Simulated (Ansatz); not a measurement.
# CoO (I4/mmm) in Ansatz: reference runs, part 2 of 2

Ansatz 0.2.0. Earlier steps stand in the parts before.

### 3 Single point, PBE, collinear spin, ferromagnetic start (atoms moved at random, drawn with an rms of 0.05 Å)

input.yaml

```yaml
crystal:
  lattice:
    - [-1.508, 1.508, 2.1072475377]
    - [1.508, -1.508, 2.1072475377]
    - [1.508, 1.508, -2.1072475377]
  atoms:
    - { symbol: Co, position: [-0.00528, 0.004943, 0.015325], spin: 2.0 }
    - { symbol: O, position: [0.514629, 0.499585, 0.00496] }
hamiltonian:
  xc: pbe
  pseudopotentials: { kind: paw }
magnetization:
  spin_polarized: true
kpoints:
  mp_grid: { grid: [12, 12, 12] }
scf:
  occupations: { method: fermi_dirac, width: 0.05 }
output:
  forces: true
  stress: true
  eigenvalues: true
```

Potentials or basis: Ansatz PAW.

Launch:

```
$ ansatz run input.yaml --threads 1 --pin off --max-ram 2560MiB --backend cpu --events-out ev --progress --plain --runs-dir out
```

The log of the run:

```text
Warning: RAYON_NUM_THREADS=1 ignored (pool sized by the plan → 1); use --threads N
Engine: ansatz 0.2.0, aarch64-unknown-linux-gnu
Pseudopotentials: kind: paw
Pseudopotential: Co, paw, valence charge 17, recommended cutoff 420 eV (normal), Co.paw.azcp
Pseudopotential: O, paw, valence charge 6, recommended cutoff 420 eV (normal), O.paw.azcp
Functional definition: PBE
  parameter kappa = 0.804
  parameter beta = 0.06672455060314922
  exchange = pbe_x(kappa = kappa, mu = beta*pi^2/3)
  correlation = pbe_c(beta = beta)
Crystal: 2 atoms, lattice volume = 19.168 Å³
Basis set: ecut = 420 eV, 339 PW (Γ), exchange–correlation on 48×48×48 points (8 copies of the dense FFT grid, shifted against one another)
Bands: 17, of which v1, the nominal top of the filled ones, is band 12 counted from 1 (11 counted from 0)
Symmetry: 1 space group operations
Space group: P1 (ITA 1), of the structure as read, at distance tolerance 2.7e-5 Å
Magnetic group: BNS 1.1 (UNI 1), of the structure as read, at distance tolerance 2.7e-5 Å
k-points: 868 of 1728 (time reversal used)
Non-local potential: Co, projectors of the file, l = 0: 3, l = 1: 2, l = 2: 3, l = 3: 1
Non-local potential: O, projectors of the file, l = 0: 2, l = 1: 2, l = 2: 1
PAW form: soft (Blöchl's): semilocal exchange-correlation on the pseudo side does not see the compensation charge
PAW one-centre angular grid: Co, 590 points (default); XC on 64 Gauss nodes
PAW one-centre angular grid: O, 110 points (default); XC on 64 Gauss nodes
Initial density: superposition of atomic densities (chi_scale 0.1, normalization cell, long waves kept (reshape's long-wave potential 0.00 eV rms))
Starting moments: Σ|m| = 2 μB on 1 of 2 sites
Initial wavefunctions: pseudopotential atomic-orbital guess
Functional: x = pbe(κ = 0.804, μ = 0.2195149727645171), c = pbe(β = 0.06672455060314922)
SCF iter   1: F=—  HF=-5691.125389 eV  |F-HF|=—  |Δ(HF+E_count)|=         —  Δρ=1.16e-1 (↑1.16e-1 ↓9.84e-2)  dr2=5.97e0  dr2_m=1.58e-1  M=2.113 μB ∫|m|=2.113 μB  β_m=0.30  ethr=3.10e-3  ⟨swp⟩=5.7  Hψ=129389  notcnv=0
Mixer restart at iter 1: flushing history
preconditioner: auto → none  [metal: Δε(μ)=0.000 eV  Ē_g=13.161 eV  σ=0.050 eV  W_gap=0.00  n_scr=8 (ndim 8)  ℏωp=32.8 eV  f_vac=0.000  D(μ)=5.18/eV (n_scr^D=112)  sad-step TF]
SCF iter   2: F=—  HF=-5691.818604 eV  |F-HF|=—  |Δ(HF+E_count)|=   6.93e-1  Δρ=8.64e-2 (↑8.64e-2 ↓6.32e-2)  dr2=5.69e-1  dr2_m=8.23e-1  M=2.636 μB ∫|m|=2.637 μB  β_m=0.38  ethr=3.10e-3  ⟨swp⟩=3.0  Hψ=74424  notcnv=0  defer=520
SCF iter   3: F=—  HF=-5692.110708 eV  |F-HF|=—  |Δ(HF+E_count)|=   2.92e-1  Δρ=8.07e-2 (↑6.19e-2 ↓8.07e-2)  dr2=1.07e-1  dr2_m=8.34e-1  M=2.933 μB ∫|m|=2.936 μB  β_m=0.28  ethr=2.47e-3  ⟨swp⟩=2.0  Hψ=51265  notcnv=0  defer=577
SCF iter   4: F=—  HF=-5691.899061 eV  |F-HF|=—  |Δ(HF+E_count)|=         —  Δρ=2.60e-2 (↑2.33e-2 ↓2.60e-2)  dr2=1.96e-1  dr2_m=4.88e-2  M=2.707 μB ∫|m|=2.712 μB  β_m=0.69  ethr=4.65e-4  ⟨swp⟩=2.2  Hψ=56764  notcnv=0  defer=662
Mixer restart at iter 4: flushing history
SCF iter   5: F=—  HF=-5692.086123 eV  |F-HF|=—  |Δ(HF+E_count)|=   1.87e-1  Δρ=5.44e-2 (↑2.64e-2 ↓5.44e-2)  dr2=4.68e-1  dr2_m=1.62e-1  M=2.971 μB ∫|m|=2.981 μB  β_m=0.39  ethr=4.65e-4  ⟨swp⟩=3.0  Hψ=69038  notcnv=0  defer=664  recentre
SCF iter   6: F=—  HF=-5692.027474 eV  |F-HF|=—  |Δ(HF+E_count)|=   5.86e-2  Δρ=1.96e-2 (↑1.96e-2 ↓1.53e-2)  dr2=3.00e-2  dr2_m=4.38e-2  M=2.830 μB ∫|m|=2.838 μB  β_m=0.31  ethr=4.65e-4  ⟨swp⟩=3.2  Hψ=74284  notcnv=0  defer=786
SCF iter   7: F=—  HF=-5692.090992 eV  |F-HF|=—  |Δ(HF+E_count)|=   6.35e-2  Δρ=1.52e-2 (↑6.48e-3 ↓1.52e-2)  dr2=5.73e-3  dr2_m=1.90e-2  M=2.892 μB ∫|m|=2.903 μB  β_m=0.56  ethr=1.30e-4  ⟨swp⟩=2.7  Hψ=64820  notcnv=0  defer=794
SCF iter   8: F=—  HF=-5692.110446 eV  |F-HF|=—  |Δ(HF+E_count)|=   1.95e-2  Δρ=4.29e-3 (↑3.34e-3 ↓4.29e-3)  dr2=3.99e-4  dr2_m=2.31e-3  M=2.927 μB ∫|m|=2.942 μB  β_m=0.57  ethr=2.49e-5  ⟨swp⟩=2.0  Hψ=58122  notcnv=0  defer=794
SCF iter   9: F=—  HF=-5692.112004 eV  |F-HF|=—  |Δ(HF+E_count)|=   1.56e-3  Δρ=5.28e-4 (↑2.49e-4 ↓5.28e-4)  dr2=2.30e-5  dr2_m=1.64e-5  M=2.923 μB ∫|m|=2.938 μB  β_m=0.78  ethr=1.73e-6  ⟨swp⟩=2.0  Hψ=45524  notcnv=0  defer=794
SCF iter  10: F=—  HF=-5692.112040 eV  |F-HF|=—  |Δ(HF+E_count)|=   3.61e-5  Δρ=3.01e-4 (↑8.89e-5 ↓3.01e-4)  dr2=5.59e-6  dr2_m=4.58e-6  M=2.924 μB ∫|m|=2.938 μB  β_m=0.89  ethr=9.99e-8  ⟨swp⟩=2.0  Hψ=45382  notcnv=0  defer=794
SCF iter  11: F=—  HF=-5692.112050 eV  |F-HF|=—  |Δ(HF+E_count)|=   9.87e-6  Δρ=1.19e-4 (↑3.62e-5 ↓1.19e-4)  dr2=9.08e-7  dr2_m=6.84e-7  M=2.924 μB ∫|m|=2.939 μB  β_m=0.95  ethr=2.43e-8  ⟨swp⟩=2.0  Hψ=49722  notcnv=0  defer=794
SCF iter  12: F=—  HF=-5692.112052 eV  |F-HF|=—  |Δ(HF+E_count)|=   1.87e-6  Δρ=5.98e-5 (↑5.48e-5 ↓5.98e-5)  dr2=2.08e-8  dr2_m=5.51e-7  M=2.924 μB ∫|m|=2.939 μB  β_m=0.97  ethr=3.95e-9  ⟨swp⟩=2.0  Hψ=49928  notcnv=0  defer=794
SCF iter  13: F=—  HF=-5692.112052 eV  |F-HF|=—  |Δ(HF+E_count)|=   6.92e-8  Δρ=1.50e-5 (↑1.03e-5 ↓1.50e-5)  dr2=9.91e-9  dr2_m=1.87e-8  M=2.924 μB ∫|m|=2.939 μB  β_m=0.99  ethr=9.05e-11  ⟨swp⟩=2.0  Hψ=50095  notcnv=0  defer=794
SCF iter  14: F=-5692.112052 eV  HF=-5692.112052 eV  |F-HF|=2.08e-9  |Δ(HF+E_count)|=   2.98e-8  Δρ=1.27e-5 (↑2.36e-6 ↓1.27e-5)  dr2=9.01e-9  dr2_m=7.46e-9  M=2.924 μB ∫|m|=2.939 μB  ethr=4.31e-11  ⟨swp⟩=3.4  Hψ=100853  notcnv=0
SCF 1 converged in 14 iterations: F = -5692.112052 eV  dr2 = 9.01e-9
SCF converged after 14 iterations
Magnetization: 2.9242 μB (12.9621 up, 10.0379 down)
Absolute magnetization: 2.9391 μB (∫|ρ↑−ρ↓|, with the PAW one-centre terms)
Spin contamination: 0.0079 ħ² per cell (⟨S²⟩ above its minimum at these occupations)
Per-site moments (μB) at R_I (Å): [(2.458465760602238, 0.8479220715755522), (0.31813268880219764, 0.8479220715755522)]
Free energy (F): -5692.112052 eV
Harris-Foulkes:  -5692.112052 eV  (|F-HF|=2.08e-9)
Internal energy: -5692.078669 eV  (E = F + TS)
E sigma→0 (E₀):  -5692.095360 eV
Entropy (-TS):   -0.033383 eV (-16.692 meV/atom)
Fermi energy:    14.058822 eV
--- Per-component energies (eV) ---
  E_band       = -302.032314
  E_kinetic    = 617.923157
  E_local      = -3423.796515  (includes V_loc(G=0)·N_el)
  E_nonlocal   = 514.254350
  E_hartree    = 1406.275824
  E_xc         = -228.743615
  E_vxc        = -293.979912  (∫ρ·V_xc dr)
  E_paw        = -1676.999926  (= ΣΔE_a)
  E_vpaw       = -528.985902  (= ΣTr[D̂ρ^β])
  E_aug_tail   = 0.002486  (compensation charges beyond the density's cutoff)
  E_ewald      = -2900.994431
  E_smearing   = -0.033383  (= −TS)
  E_closure    = 0.000000  (closes the sum)
  Σ components = -5692.112052   (vs F -5692.112052, Δ=0.00e0)
--- Forces (eV/Å), atoms counted from 1 ---
  atom   1  Co    -0.05419316     0.02714985     0.10376648
  atom   2  O      0.05418445    -0.02714557    -0.10376693
  max |Σ_I F_I| component: 8.71e-6 eV/Å
--- Stress (GPa, compression-positive) ---
        0.213486      -0.359918       0.316476
       -0.359934       0.437044      -0.136738
        0.316434      -0.136726       0.889461
  P = ⅓ Tr σ = 0.5133 GPa (5.133 kbar)
--- Band table (eV; the first three rows and the last of 1736) ---
  k-point 0 ↑: bands = ["-82.8222", "-46.1465", "-46.0608", "-46.0524", "-6.2885", "10.3669", "10.4300", "10.5497", "10.8499", "10.9718", "11.2380", "11.2469", "11.2816", "14.9946", "30.7596", "32.0706", "32.1011"]
  k-point 1 ↑: bands = ["-82.8220", "-46.1475", "-46.0631", "-46.0535", "-6.1935", "9.3960", "10.1821", "10.3187", "10.8704", "10.9165", "11.3518", "11.5597", "11.9021", "15.6716", "29.4025", "31.3248", "31.4007"]
  k-point 2 ↑: bands = ["-82.8210", "-46.1503", "-46.0694", "-46.0563", "-5.9380", "8.1722", "9.8509", "9.9270", "10.7480", "10.9100", "11.7701", "11.9452", "12.2541", "17.2058", "27.9682", "29.4454", "30.3232"]
  k-point 867 ↓: bands = ["-79.7611", "-43.1643", "-43.1038", "-43.0999", "-4.4158", "7.5483", "10.0596", "10.0867", "11.8359", "14.2055", "14.2147", "14.6705", "15.0476", "20.7090", "24.4406", "26.2287", "30.3221"]
```

It took 88 s on 1 thread of Arm Neoverse V2, shared host; peak memory 0.84 GiB.

Results:

```yaml
Free_energy: -5692.1121 eV
Pressure: 0.5 GPa
Largest_force: 0.120 eV/Å
Band_gap_on_the_k_mesh: none (metal or under the smearing width)
Net_moment: 2.92 μB per cell
Absolute_moment: 2.94 μB per cell
Site_moments: Co +2.46; O +0.32 μB
```

Forces in eV/Å, atoms in the order of the input:
```
Co  -0.054  0.027  0.104
O    0.054 -0.027 -0.104
```

Stress tensor (GPa, compression positive):
```
 0.21 -0.36  0.32
-0.36  0.44 -0.14
 0.32 -0.14  0.89
```

Caveat: the pressure holds a Pulay correction of +0.7 GPa for the finite cutoff; a cell with one magnetic atom can't hold antiferromagnetic order, which such compounds often take; semilocal functionals often make such compounds metallic where correlation or magnetic order opens a gap, which also shifts bond lengths.
